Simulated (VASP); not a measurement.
**WSe$_{2}$ in VASP 6.6.1, single-point calculation**

INCAR

```
IBRION = -1
NBANDS = 20
LASPH = .TRUE.
LCHARG = .FALSE.
ISIF = 2
LREAL = .FALSE.
ADDGRID = .TRUE.
ENCUT = 520
NSW = 0
SIGMA = 0.02
GGA = CA
LWAVE = .FALSE.
NELM = 120
PREC = Accurate
EDIFF = 1E-7
ISMEAR = -1
```

KPOINTS

```
KPOINTS created by Atomic Simulation Environment
0
Gamma
8 8 8
0 0 0
```

POSCAR

```
W  Se
 1.0000000000000000
     0.0000000000000000    3.0924832561503570    3.0924832561503570
     3.0924832561503570   -0.0000000000000000    3.0924832561503570
     3.0924832561503570    3.0924832561503570    0.0000000000000000
 W   Se
   1   2
Cartesian
 -0.0000000000000000  0.0000000000000000  0.0000000000000000
  1.5462416280751785  1.5462416280751785  1.5462416280751785
  4.6387248842255353  4.6387248842255353  4.6387248842255353
```

The recommended LDA PAW datasets give the neutral cell 26 valence electrons.

Command

```
mpirun -np 1 vasp_std
```

OSZICAR

```
N       E                     dE             d eps       ncg     rms          rms(c)
DAV:   1     0.185882766412E+03    0.18588E+03   -0.12853E+04  1160   0.128E+03
DAV:   2    -0.135615046004E+02   -0.19944E+03   -0.19401E+03  1388   0.327E+02
DAV:   3    -0.227759129922E+02   -0.92144E+01   -0.90058E+01  1420   0.642E+01
DAV:   4    -0.228938355292E+02   -0.11792E+00   -0.11759E+00  1388   0.768E+00
DAV:   5    -0.228949482352E+02   -0.11127E-02   -0.11125E-02  1400   0.801E-01    0.160E+01
DAV:   6    -0.223052724056E+02    0.58968E+00   -0.98324E+00  1232   0.148E+01    0.564E+00
DAV:   7    -0.219713888194E+02    0.33388E+00   -0.20897E+00  1228   0.715E+00    0.497E+00
DAV:   8    -0.219321013177E+02    0.39288E-01   -0.15942E-01  1312   0.246E+00    0.317E-01
DAV:   9    -0.219302893394E+02    0.18120E-02   -0.73573E-03  1296   0.516E-01    0.144E-01
DAV:  10    -0.219302156705E+02    0.73669E-04   -0.52096E-04  1376   0.143E-01    0.819E-02
DAV:  11    -0.219301665326E+02    0.49138E-04   -0.14865E-04  1408   0.562E-02    0.164E-02
DAV:  12    -0.219301668950E+02   -0.36233E-06   -0.92578E-06  1300   0.231E-02    0.688E-03
DAV:  13    -0.219301668775E+02    0.17424E-07   -0.15780E-06  1352   0.588E-03    0.176E-03
DAV:  14    -0.219301668333E+02    0.44224E-07   -0.21301E-07   800   0.192E-03
   1 F= -.21930167E+02 E0= -.21926995E+02  d E =-.634460E-02
```

Standard output (part)

```
POSCAR found type information on POSCAR W Se
 POSCAR found :  2 types and       3 ions
 LDA part: xc-table for (Slater(with rela. corr.)+CA(PZ))
 , standard interpolation
 POSCAR, INCAR and KPOINTS ok, starting setup
 WAVECAR not read
 entering main loop
```

From OUTCAR

```
k-points           NKPTS =     29   k-points in BZ     NKDIM =     29   number of bands    NBANDS=     20

   NELECT =      26.0000    total number of electrons

   dimension x,y,z NGX =    36 NGY =   36 NGZ =   36
   dimension x,y,z NGXF=    72 NGYF=   72 NGZF=   72

  energy-cutoff  :      520.00
  volume of cell :       59.15
      direct lattice vectors                 reciprocal lattice vectors
     0.000000000  3.092483256  3.092483256    -0.161682363  0.161682363  0.161682363
     3.092483256  0.000000000  3.092483256     0.161682363 -0.161682363  0.161682363
     3.092483256  3.092483256  0.000000000     0.161682363  0.161682363 -0.161682363

 k-points in reciprocal lattice and weights: KPOINTS created by Atomic Simulation Env
   0.00000000  0.00000000  0.00000000       0.002
   0.12500000  0.00000000  0.00000000       0.016
   0.25000000  0.00000000  0.00000000       0.016
   0.37500000  0.00000000  0.00000000       0.016
   0.50000000  0.00000000  0.00000000       0.008
   0.12500000  0.12500000  0.00000000       0.012
   0.25000000  0.12500000  0.00000000       0.047
   0.37500000  0.12500000  0.00000000       0.047
   ...

 E-fermi :   6.7948

 k-point     1 :       0.0000    0.0000    0.0000
  band No.  band energies     occupation
      1     -66.8586      2.00000
      2     -31.3120      2.00000
      3     -31.3120      2.00000
      4     -31.3120      2.00000
      5      -8.8605      2.00000
      6      -4.6586      2.00000
      7       0.9881      2.00000
      8       0.9881      2.00000
      9       0.9881      2.00000
     10       5.9974      2.00000
     11       5.9974      2.00000
     12       6.3416      2.00000
     13       6.3416      2.00000
     14       6.3416      2.00000
     15      10.8522      0.00000
     16      11.1389      0.00000
     17      11.1389      0.00000
     18      11.1389      0.00000
     19      11.2100      0.00000
     20      11.2100      0.00000

 k-point     2 :       0.1250    0.0000    0.0000
  band No.  band energies     occupation
      1     -66.8585      2.00000
      2     -31.3145      2.00000
      3     -31.3123      2.00000
      4     -31.3123      2.00000
      5      -8.7136      2.00000
      6      -4.9286      2.00000
      7       1.0969      2.00000
      8       1.0969      2.00000
      9       1.4189      2.00000
     10       5.2197      2.00000
     11       5.2197      2.00000
     12       5.5631      2.00000
     13       6.9824      0.00017
     14       6.9824      0.00017
     15       9.5254      0.00000
     16      10.5034      0.00000
     17      10.5034      0.00000
     18      11.5239      0.00000
     19      12.1326      0.00000
     20      12.1326      0.00000

 k-point     3 :       0.2500    0.0000    0.0000
  band No.  band energies     occupation
      1     -66.8584      2.00000
      2     -31.3205      2.00000
      3     -31.3133      2.00000
      4     -31.3133      2.00000
      5      -8.3006      2.00000
      6      -5.5343      2.00000
      7       1.3869      2.00000
      8       1.3869      2.00000
      9       2.3660      2.00000
     10       4.1480      2.00000
     11       4.4595      2.00000
     12       4.4595      2.00000
     13       7.1023      0.00000
     14       7.1023      0.00000
     15       8.4776      0.00000
     16      10.4513      0.00000
     17      10.4513      0.00000
     18      12.3662      0.00000
     19      13.3000      0.00000
     20      13.3000      0.00000

 ...

  Total       -2.3917712     -2.3917712     -2.3917712     -0.0000000     -0.0000000      0.0000000
  in kB      -64.7855485    -64.7855485    -64.7855485     -0.0000000     -0.0000000      0.0000000
  external PRESSURE =     -64.7855485 kB  Pullay stress =       0.0000000 kB

 POSITION                                       TOTAL-FORCE (eV/Angst)
 -----------------------------------------------------------------------------------
      0.00000      0.00000      0.00000         0.000000      0.000000      0.000000
      1.54624      1.54624      1.54624         0.000000      0.000000      0.000000
      4.63872      4.63872      4.63872        -0.000000     -0.000000     -0.000000
 -----------------------------------------------------------------------------------
    total drift:                               -0.000000      0.000000      0.000000

  FREE ENERGIE OF THE ION-ELECTRON SYSTEM (eV)
  ---------------------------------------------------
  free  energy   TOTEN  =       -21.9301668333 eV

  energy  without entropy=      -21.9238222303  energy(sigma->0) =      -21.92699453
```

It converged. Results: gap between bands v and c on the k mesh -0.89 eV (bands overlap: a metal); least direct gap on the k mesh 0.00 eV; pressure -6.5 GPa. Band v is the last that the valence electrons fill when counted band by band, and c is the next.

For comparison, a separate LDA run of the intended cell, on usual settings and not on those above, gives a gap of -0.89 eV on its mesh and a pressure of -6.5 GPa.

The run above took about 65 s on one core of a shared host (Intel Xeon Platinum 8488C) and held 0.33 GiB at most.
